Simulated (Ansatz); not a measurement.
Li2S: reading a single point

```
Li S
1.0
     0.00000    2.86027    2.86027
     2.86027    0.00000    2.86027
     2.86027    2.86027    0.00000
Li S
2 1
Direct
  0.25000 0.25000 0.25000
  0.75000 0.75000 0.75000
  0.00000 0.00000 0.00000
```

Method: r2SCAN, no spin polarisation; PAW, plane waves to 500 eV, 8×8×8 Γ-centred mesh, cold occupations (width 0.0616 eV) (Ansatz 0.2.0), atoms fixed.

- Contacts: Li–S at 2.48 Å: least valence density 0.12 e/Å³ and ELF 0.03 there, a closed-shell (ionic or weak) contact. Li–Li at 2.86 Å: least valence density 0.06 e/Å³ and ELF 0.03 there, a closed-shell (ionic or weak) contact. These are pseudo-fields; inside the PAW spheres they differ from the all-electron ones.
- Electronic structure: The gap is 3.88 eV, indirect (the least direct gap found is 4.87 eV).
- Charges: Bader charges in e: Li +0.88, S -1.76. In the mean Li gives up most and S takes most.
- Formation energy: -1.51 eV an atom against the elements' usual phases (free molecules for gases, crystals otherwise, with no correction for O₂ or N₂), so it is bound against them; other compounds may still compete. Relaxing would lower it.
- Stress: The pressure is -0.6 GPa (compression positive), so with the atoms held at these fractions the cell would first shrink.

Origin: a database entry at a rescaled volume.
